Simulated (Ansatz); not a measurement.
CuO: course of a relaxation

Theory: DFT PBE, scalar-relativistic, plane waves, PAW in Ansatz. Settings: 420 eV cutoff, 14×14×8 k-mesh, Gaussian smearing of 0.10 eV, no spin polarisation.

What was changed: relaxed at -2 GPa.

Command:

```bash
ansatz run input.yaml --threads 1 --pin off --max-ram 2560MiB --backend cpu --events-out ev --progress --plain --runs-dir out
```

Input:

```yaml
crystal:
  lattice:
    - [2.0955666356, -2.1013967078, 0.0]
    - [2.0955666356, 2.1013967078, 0.0]
    - [0.0, 0.0, 5.1844557875]
  atoms:
    - { symbol: Cu, position: [0.0, 0.5, 0.0] }
    - { symbol: Cu, position: [0.5, 0.0, 0.5] }
    - { symbol: O, position: [0.5, 0.5, 0.25] }
    - { symbol: O, position: [0.5, 0.5, 0.75] }
basis:
  ecutwfc: 420
kpoints:
  mp_grid: { grid: [14, 14, 8] }
hamiltonian:
  xc: pbe
scf:
  occupations: { method: gaussian, width: 0.1 }
output:
  forces: true
  stress: true
  eigenvalues: true
relax:
  adjacent_minimum: "off"
  f_tol: 0.008
  max_steps: 50
  cell: { stress_tol: 0.08, p_target: -2.0 }
```

F is the free energy. Steps run on the plane waves of an earlier cell, but the last one, and at times one on the way, on a freshly chosen basis, so a repeated geometry can differ a little in energy. The relaxation lowers the enthalpy F + PV at the target pressure, so F itself can rise.

Steps:

```json
{"step": "1", "F − F(1) (eV)": "0.0000", "largest force component (eV/Å)": "0.000", "V (Å³/atom)": "11.415", "P (GPa)": "-2.78"}
{"step": "2", "F − F(1) (eV)": "-0.0020", "largest force component (eV/Å)": "0.000", "V (Å³/atom)": "11.397", "P (GPa)": "-2.42"}
{"step": "3", "F − F(1) (eV)": "-0.0041", "largest force component (eV/Å)": "0.000", "V (Å³/atom)": "11.369", "P (GPa)": "-1.99"}
{"step": "4", "F − F(1) (eV)": "-0.0034", "largest force component (eV/Å)": "0.000", "V (Å³/atom)": "11.369", "P (GPa)": "-2.02"}
```

Relaxed structure:

```xyz
4
Lattice="2.0979 -2.1012 0.0000 2.0979 2.1012 0.0000 0.0000 0.0000 5.1584" Properties=species:S:1:pos:R:3 pbc="T T T"
Cu    1.0490    1.0506    0.0000
Cu    1.0490   -1.0506    2.5792
O     2.0979    0.0000    1.2896
O     2.0979    0.0000    3.8688
```

It takes space group P4_2/mmc (No. 131, tetragonal). Conventional cell: a = 2.969 Å, b = 2.969 Å, c = 5.158 Å, α = 90.00°, β = 90.00°, γ = 90.00°. Cu (site symmetry mmm) is surrounded by 4 O at 1.97 Å. Around O (site symmetry -4m2) lie 4 Cu at 1.97 Å.

The run converged. Time: 70 s on 1 thread of Arm Neoverse V2 (shared host), peak memory 0.55 GiB.